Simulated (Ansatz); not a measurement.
HfC and its elements, a formation energy from the elements

Run with Ansatz 0.2.0, Python API.

The script reads `hfc_hfc.vasp`:
```text
HfC
1.0
   3.34286605    0.00000000    0.00000000
  -1.67143303    2.89500692    0.00000000
   0.00000000    0.00000000    5.20271400
Hf C
2 2
Direct
   0.66666667    0.33333333    0.75000000
   0.33333333    0.66666667    0.25000000
   0.00000000    0.00000000    0.00000000
   0.00000000    0.00000000    0.50000000
```

Contents of `hfc_hf.cif`:
```cif
data_Hf
_cell_length_a 3.196700
_cell_length_b 3.196700
_cell_length_c 5.057800
_cell_angle_alpha 90.00000
_cell_angle_beta 90.00000
_cell_angle_gamma 120.00000
_symmetry_space_group_name_H-M 'P 1'
_symmetry_Int_Tables_number 1
loop_
_symmetry_equiv_pos_as_xyz
'x, y, z'
loop_
_atom_site_label
_atom_site_type_symbol
_atom_site_fract_x
_atom_site_fract_y
_atom_site_fract_z
Hf1 Hf    0.333333    0.666667    0.250000
Hf2 Hf    0.666667    0.333333    0.750000
```

Input file `hfc_c.cif`:
```cif
data_C
_cell_length_a 3.635000
_cell_length_b 3.635000
_cell_length_c 3.635000
_cell_angle_alpha 39.49000
_cell_angle_beta 39.49000
_cell_angle_gamma 39.49000
_symmetry_space_group_name_H-M 'P 1'
_symmetry_Int_Tables_number 1
loop_
_symmetry_equiv_pos_as_xyz
'x, y, z'
loop_
_atom_site_label
_atom_site_type_symbol
_atom_site_fract_x
_atom_site_fract_y
_atom_site_fract_z
C1 C    0.836000    0.836000    0.836000
C2 C    0.164000    0.164000    0.164000
```

Script `run_formation.py`:
```python
"""Heat of formation of HfC at zero temperature, after relaxing cells and atoms."""

from collections import Counter
import warnings

import ansatz as az
from ase.io import read
import numpy as np


def solve(name, crystal):
    calc = (
        crystal.calculation()
        .functional(az.Functional.PBESOL)
        .basis(28 * az.Ry)
        .scf(max_iterations=200, extra_bands=8, self_checks="high")
        .kpoints(spacing=0.39)
        .occupations("fermi_dirac", width=0.05)
        .stress()
    )
    calc = calc.relax(force_tolerance=0.01, max_steps=40, cell=True)
    return calc.run(threads=1)


def counts(outcome):
    return Counter(site.symbol for site in outcome.lattice.sites)

def formation_energy(outcome, mu):
    n = counts(outcome)
    return (outcome.report["energy_sigma0_ev"] - sum(k * mu[element] for element, k in n.items())) / sum(n.values())


def volume_per_atom(outcome):
    return abs(np.linalg.det(outcome.lattice.cell_ang)) / len(outcome.lattice.sites)

warnings.simplefilter("ignore", az.DeckWarning)

phases = {}
atoms = read("hfc_hfc.vasp", format="vasp")
hfc = az.Crystal.from_ase(atoms)
phases["HfC"] = hfc
atoms = read("hfc_hf.cif")
hf = az.Crystal.from_ase(atoms)
phases["Hf"] = hf
atoms = read("hfc_c.cif")
c = az.Crystal.from_ase(atoms)
phases["C"] = c

done = {}
for name, crystal in phases.items():
    done[name] = solve(name, crystal)
    print(f"{name}: {done[name].report['energy_sigma0_ev']:.4f} eV, {len(done[name].lattice.sites)} atoms")

# chemical potentials of the elements at zero temperature
references = {"Hf": "Hf", "C": "C"}
mu = {element: done[name].report["energy_sigma0_ev"] / len(done[name].lattice.sites) for element, name in references.items()}

target = done["HfC"]
heat = formation_energy(target, mu)
n = counts(target)
print("cell content:", dict(n), " volume", round(volume_per_atom(target), 3), "A^3/atom")
print("formation energy", round(heat, 4), "eV/atom,", round(heat * sum(n.values()), 4), "eV per cell")
print("bound against the elements" if heat < 0 else "unbound against the elements")
```

Output of `python run_formation.py`:
```text
HfC: -31692.6467 eV, 4 atoms
Hf: -31196.0187 eV, 2 atoms
C: -493.3653 eV, 2 atoms
cell content: {<Element.HF: 'Hf'>: 2, <Element.C: 'C'>: 2}  volume 12.212 A^3/atom
formation energy -0.8157 eV/atom, -3.2627 eV per cell
bound against the elements
```

Reading the output:
- The settings weren't tested for convergence.
- The cutoff lies under the one recommended for these potentials.
- No spin polarisation was allowed.
- For the metals among these phases the mesh is modest: differences between phases can be off by up to 40 meV an atom.
- Spin-orbit coupling, which matters for elements this heavy, is left out.
- The cells come from databases of deposited and of computed structures, and not all need be stable phases.
- The compound is the structure given, not necessarily its lowest; energies are at zero temperature, with no correction for gases. A semilocal functional's error on such energies is often 0.05 to 0.1 eV an atom, and 0.1 to 0.3 eV against gases such as O2 or F2.
- The script silences the warnings on its input, which a real study should read.
- Hardware and time: 32 s on 1 thread of Arm Neoverse V2, with other jobs on the host, peak memory 0.46 GiB.
